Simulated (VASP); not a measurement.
# Ho (Im-3m) in VASP: further runs, part 2 of 2

VASP 6.6.1. Earlier steps stand in the parts before.

**5. Single point, LDA, collinear spin, ferromagnetic start**

INCAR

```
PREC = Accurate
ENCUT = 650
EDIFF = 1E-6
ISMEAR = 1
SIGMA = 0.15
LREAL = F
LASPH = T
NELM = 100
ALGO = Normal
ISIF = 2
LWAVE = F
LCHARG = F
ISPIN = 2
MAGMOM = 4
LORBIT = 11
LMAXMIX = 6
GGA = CA
NBANDS = 20
ADDGRID = F
```

KPOINTS

```
Automatic mesh
0
Gamma
  4 4 4
```

POSCAR

```
Ho
1.0
   -1.9905175072      1.9905175072      1.9905175072
    1.9905175072     -1.9905175072      1.9905175072
    1.9905175072      1.9905175072     -1.9905175072
Ho
1
Direct
    0.0000000000      0.0000000000      0.0000000000
```

Potentials or basis: VASP PAW PBE potentials, release 64 (Ho).

Launch:

```bash
$ cat potpaw_PBE.64/Ho/POTCAR > POTCAR
$ mpirun -np 1 vasp_std > vasp.out
```

OUTCAR:

```text
PREC = Accurate
   ENCUT = 650
   EDIFF = 1E-6
   ISMEAR = 1
   LREAL = F
   LASPH = T
   NELM = 100
   ISIF = 2
   ISPIN = 2
   LORBIT = 11
   GGA = CA

 Found      8 irreducible k-points:

 Following reciprocal coordinates:
            Coordinates               Weight
  0.000000  0.000000  0.000000      1.000000
  0.250000  0.000000  0.000000     12.000000
  0.500000  0.000000  0.000000      6.000000
  0.250000  0.250000  0.000000     24.000000
  0.250000  0.250000  0.250000      2.000000
 -0.250000  0.250000  0.250000      6.000000
   k-points           NKPTS =      8   k-points in BZ     NKDIM =      8   number of bands    NBANDS=     20
   number of dos      NEDOS =    301   number of ions     NIONS =      1
   total plane-waves  NPLWV =  27000
   dimension x,y,z NGX =    30 NGY =   30 NGZ =   30
   dimension x,y,z NGXF=    60 NGYF=   60 NGZF=   60
   ions per type =               1
   NGX,Y,Z   is equivalent  to a cutoff of  14.47, 14.47, 14.47 a.u.
   NGXF,Y,Z  is equivalent  to a cutoff of  28.93, 28.93, 28.93 a.u.
 SYSTEM =  unknown system
   PREC   = accura    normal or accurate (medium, high low for compatibility)
   ISTART =      0    job   : 0-new  1-cont  2-samecut
   ICHARG =      2    charge: 1-file 2-atom 10-const
[... 206 lines left out ...]

 k-point     1 :       0.0000    0.0000    0.0000
  band No.  band energies     occupation
      1     -44.1416      1.00000
      2     -19.3714      1.00000
      3     -19.3714      1.00000
      4     -19.3714      1.00000
      5      -2.7609      1.00000
      6       2.0290      1.00120
[... 127 lines left out ...]
     19      16.8302      0.00000
     20      16.8302      0.00000

 [... further k-points ...]

------------------------ aborting loop because EDIFF is reached ----------------------------------------

  FORCE on cell =-STRESS in cart. coord.  units (eV):
  Direction    XX          YY          ZZ          XY          YZ          ZX
  --------------------------------------------------------------------------------------
  -------------------------------------------------------------------------------------
  Total       -0.4237658     -0.4237658     -0.4237658      0.0000000      0.0000000      0.0000000
  in kB      -21.5217945    -21.5217945    -21.5217945      0.0000000      0.0000000      0.0000000
  external PRESSURE =     -21.5217945 kB  Pullay stress =       0.0000000 kB

 VOLUME and BASIS-vectors are now :
 -----------------------------------------------------------------------------
  energy-cutoff  :      650.00
  volume of cell :       31.55
      direct lattice vectors                 reciprocal lattice vectors
    -1.990517507  1.990517507  1.990517507     0.000000000  0.251190958  0.251190958
     1.990517507 -1.990517507  1.990517507     0.251190958  0.000000000  0.251190958
     1.990517507  1.990517507 -1.990517507     0.251190958  0.251190958  0.000000000

 POSITION                                       TOTAL-FORCE (eV/Angst)
 -----------------------------------------------------------------------------------
      0.00000      0.00000      0.00000         0.000000     -0.000000     -0.000000
 -----------------------------------------------------------------------------------
    total drift:                               -0.000000     -0.000000      0.000000

  FREE ENERGIE OF THE ION-ELECTRON SYSTEM (eV)
  ---------------------------------------------------
  free  energy   TOTEN  =        -6.3916315846 eV

  energy  without entropy=       -6.3758000020  energy(sigma->0) =       -6.38635439

 total charge

# of ion       s       p       d       f       tot
--------------------------------------------------
    1        2.126   5.692   0.382  10.375  18.574

 magnetization (x)

# of ion       s       p       d       f       tot
--------------------------------------------------
    1        0.004  -0.026  -0.015   3.390   3.352
```

OSZICAR:

```text
N       E                     dE             d eps       ncg     rms          rms(c)
DAV:   1     0.107204358342E+03    0.10720E+03   -0.81411E+03   844   0.648E+03
[... 29 lines left out ...]
DAV:  31    -0.639201434888E+01   -0.99179E-04   -0.17042E-05   948   0.121E-01    0.131E+00
DAV:  32    -0.639180331787E+01    0.21103E-03   -0.80360E-05   872   0.268E-01    0.754E-01
DAV:  33    -0.639161328394E+01    0.19003E-03   -0.24150E-04   756   0.369E-01    0.362E-01
DAV:  34    -0.639162488652E+01   -0.11603E-04   -0.12285E-04  1120   0.240E-01    0.115E-01
DAV:  35    -0.639163361814E+01   -0.87316E-05   -0.99413E-06   984   0.623E-02    0.874E-02
DAV:  36    -0.639163201922E+01    0.15989E-05   -0.43164E-06   672   0.465E-02    0.935E-02
DAV:  37    -0.639163158458E+01    0.43464E-06   -0.19657E-06   392   0.256E-02
   1 F= -.63916316E+01 E0= -.63863544E+01  d E =-.158316E-01  mag=     3.3242
```

stdout:

```text
POSCAR found type information on POSCAR Ho
 POSCAR found :  1 types and       1 ions
 scaLAPACK will be used
 -----------------------------------------------------------------------------
|                                                                             |
|                                                                             |
|     You enforced a specific xc type in the INCAR file but a different       |
|     I HOPE YOU KNOW WHAT YOU ARE DOING!                                     |
|                                                                             |
 -----------------------------------------------------------------------------

 LDA part: xc-table for (Slater(with rela. corr.)+CA(PZ))
 , standard interpolation
 POSCAR, INCAR and KPOINTS ok, starting setup
 FFT: planning ... GRIDC
 FFT: planning ... GRID_SOFT
 FFT: planning ... GRID
 WAVECAR not read
 entering main loop
```

It took 88 s on 1 thread of Intel Xeon Platinum 8375C at 2.90GHz (Ice Lake), shared host; peak memory 0.17 GiB.

These settings aren't checked as converged: the numbers below hold their error.

What came out:

| Quantity | Value |
| --- | --- |
| Free energy | -6.3916 eV |
| Pressure | -2.2 GPa |
| Band gap on the k mesh | none (metal or under the smearing width) |
| Net moment | 3.33 μB per cell |
| Site moments | Ho +3.35 μB |
| Valence electrons inside the program's atomic spheres | Ho 18.57 |

Caveat: the k mesh is coarse (spacing up to 0.56 Å⁻¹), so the values aren't converged; the magnetic or orbital state may not be the lowest; the PAW data sets were made with another functional, which shifts forces and pressure a little; spin-orbit coupling is left out, which moves the levels of the heavy elements.

**6. Single point, LDA, collinear spin, ferromagnetic start**

Changes to INCAR since step 5:

```diff
@@ -1,3 +1,3 @@
 PREC = Accurate
-ENCUT = 650
+ENCUT = 220
 EDIFF = 1E-6
```

KPOINTS

```
Automatic mesh
0
Gamma
  7 7 7
```

POSCAR is that of step 5.

Potentials or basis: VASP PAW PBE potentials, release 64 (Ho).

Launch:

```bash
$ cat potpaw_PBE.64/Ho/POTCAR > POTCAR
$ mpirun -np 1 vasp_std > vasp.out
```

OUTCAR:

```text
PREC = Accurate
   ENCUT = 220
   EDIFF = 1E-6
   ISMEAR = 1
   LREAL = F
   LASPH = T
   NELM = 100
   ISIF = 2
   ISPIN = 2
   LORBIT = 11
   GGA = CA

 Found     20 irreducible k-points:

 Following reciprocal coordinates:
            Coordinates               Weight
  0.000000  0.000000  0.000000      1.000000
  0.142857  0.000000  0.000000     12.000000
  0.285714  0.000000  0.000000     12.000000
  0.428571  0.000000  0.000000     12.000000
  0.142857  0.142857  0.000000     24.000000
  0.285714  0.142857 -0.000000     48.000000
   k-points           NKPTS =     20   k-points in BZ     NKDIM =     20   number of bands    NBANDS=     20
   number of dos      NEDOS =    301   number of ions     NIONS =      1
   total plane-waves  NPLWV =   5832
   dimension x,y,z NGX =    18 NGY =   18 NGZ =   18
   dimension x,y,z NGXF=    36 NGYF=   36 NGZF=   36
   ions per type =               1
   NGX,Y,Z   is equivalent  to a cutoff of   8.68,  8.68,  8.68 a.u.
   NGXF,Y,Z  is equivalent  to a cutoff of  17.36, 17.36, 17.36 a.u.
 SYSTEM =  unknown system
   PREC   = accura    normal or accurate (medium, high low for compatibility)
   ISTART =      0    job   : 0-new  1-cont  2-samecut
   ICHARG =      2    charge: 1-file 2-atom 10-const
   ISPIN  =      2    spin polarized calculation?
   LNONCOLLINEAR =      F non collinear calculations
   LSORBIT =      F    spin-orbit coupling
   LASPH  =      T    aspherical Exc in radial PAW
   ENCUT  =  220.0 eV  16.17 Ry    4.02 a.u.   4.17  4.17  4.17*2*pi/ulx,y,z
   NELM   =    100;   NELMIN=  2; NELMDL= -5     # of ELM steps
   EDIFF  = 0.1E-05   stopping-criterion for ELM
   LREAL  =      F    real-space projection
   EDIFFG = 0.1E-04   stopping-criterion for IOM
   NSW    =      0    number of steps for IOM
   IBRION =     -1    ionic relax: 0-MD 1-quasi-New 2-CG
   NFREE  =      0    steps in history (QN), initial steepest desc. (CG)
   ISIF   =      2    stress and relaxation
   ISYM   =      2    0-nonsym 1-usesym 2-fastsym
   POTIM  = 0.5000    time-step for ionic-motion
   TEBEG  =    0.0;   TEEND  =   0.0 temperature during run
   PSTRESS=    0.0 pullay stress
   NELECT =      21.0000    total number of electrons
   NUPDOWN=      -1.0000    fix difference up-down
   EMIN   =  10.00;   EMAX   =-10.00  energy-range for DOS
   EFERMI =   0.00;   METHOD = LEGACY
   ISMEAR =     1;   SIGMA  =   0.15  broadening in eV -4-tet -1-fermi 0-gaus
[... 24 lines left out ...]

 Free energy of the ion-electron system (eV)
  ---------------------------------------------------
  ext. energy  EPLUGINS =         0.00000000
  ---------------------------------------------------
  free energy    TOTEN  =        -5.84705824 eV

  energy without entropy =       -5.82925685  energy(sigma->0) =       -5.84112444

 E-fermi :   2.4096     XC(G=0): -10.4156

 val. band max:        2.4086670370   @ k =  -0.4286  -0.4286   0.1429
 cond. band min:       2.4103708822   @ k =  -0.2857   0.4286   0.1429
 fundamental gap:      0.0017038452
 Fermi energy:         2.4095855898

 spin component 1

 k-point     1 :       0.0000    0.0000    0.0000
  band No.  band energies     occupation
      1     -45.8265      1.00000
      2     -20.5164      1.00000
      3     -20.5164      1.00000
      4     -20.5164      1.00000
      5      -2.8681      1.00000
      6      -0.4073      1.00000
[... 127 lines left out ...]
     19      13.2972      0.00000
     20      15.1978      0.00000

 [... further k-points ...]

 spin component 2

 k-point     1 :       0.0000    0.0000    0.0000
  band No.  band energies     occupation
      1     -44.4226      1.00000
      2     -19.4969      1.00000
      3     -19.4968      1.00000
      4     -19.4968      1.00000
      5      -2.7632      1.00000
      6       2.0373      1.00125
[... 127 lines left out ...]
     19      13.5612      0.00000
     20      15.5483      0.00000

 [... further k-points ...]

------------------------ aborting loop because EDIFF is reached ----------------------------------------

  FORCE on cell =-STRESS in cart. coord.  units (eV):
  Direction    XX          YY          ZZ          XY          YZ          ZX
  --------------------------------------------------------------------------------------
  -------------------------------------------------------------------------------------
  Total       -5.5969515     -5.5969515     -5.5969515      0.0000000      0.0000000     -0.0000000
  in kB     -284.2523909   -284.2523909   -284.2523909      0.0000000      0.0000000     -0.0000000
  external PRESSURE =    -284.2523909 kB  Pullay stress =       0.0000000 kB

 VOLUME and BASIS-vectors are now :
 -----------------------------------------------------------------------------
  energy-cutoff  :      220.00
  volume of cell :       31.55
      direct lattice vectors                 reciprocal lattice vectors
    -1.990517507  1.990517507  1.990517507     0.000000000  0.251190958  0.251190958
     1.990517507 -1.990517507  1.990517507     0.251190958  0.000000000  0.251190958
     1.990517507  1.990517507 -1.990517507     0.251190958  0.251190958  0.000000000

 POSITION                                       TOTAL-FORCE (eV/Angst)
 -----------------------------------------------------------------------------------
      0.00000      0.00000      0.00000         0.000000      0.000000      0.000000
 -----------------------------------------------------------------------------------
    total drift:                                0.000000     -0.000000      0.000000

  FREE ENERGIE OF THE ION-ELECTRON SYSTEM (eV)
  ---------------------------------------------------
  free  energy   TOTEN  =        -5.8470582424 eV

  energy  without entropy=       -5.8292568499  energy(sigma->0) =       -5.84112444

 total charge

# of ion       s       p       d       f       tot
--------------------------------------------------
    1        2.122   5.900   0.436  10.302  18.759

 magnetization (x)

# of ion       s       p       d       f       tot
--------------------------------------------------
    1        0.003  -0.018   0.013   3.478   3.476
```

stdout:

```text
POSCAR found type information on POSCAR Ho
 POSCAR found :  1 types and       1 ions
 scaLAPACK will be used
 -----------------------------------------------------------------------------
|                                                                             |
|                                                                             |
|     You enforced a specific xc type in the INCAR file but a different       |
|     I HOPE YOU KNOW WHAT YOU ARE DOING!                                     |
|                                                                             |
 -----------------------------------------------------------------------------

 LDA part: xc-table for (Slater(with rela. corr.)+CA(PZ))
 , standard interpolation
 POSCAR, INCAR and KPOINTS ok, starting setup
 FFT: planning ... GRIDC
 FFT: planning ... GRID_SOFT
 FFT: planning ... GRID
 WAVECAR not read
 entering main loop
```

It took 26 s on 1 thread of Intel Xeon Platinum 8375C at 2.90GHz (Ice Lake), shared host; peak memory 0.12 GiB.

The run converged, but a check on its numbers failed (symmetry, net force, bounds or a known fault of this set-up), so they aren't taken as properties of the crystal.

Caveat: the cutoff lies under the usual one of these potentials, so the numbers hold a large basis-set error; the magnetic or orbital state may not be the lowest; a pressure of tens of GPa on the cell as given is suspect, and the run, the potentials or the cell itself is likely at fault; the PAW data sets were made with another functional, which shifts forces and pressure a little; spin-orbit coupling is left out, which moves the levels of the heavy elements.
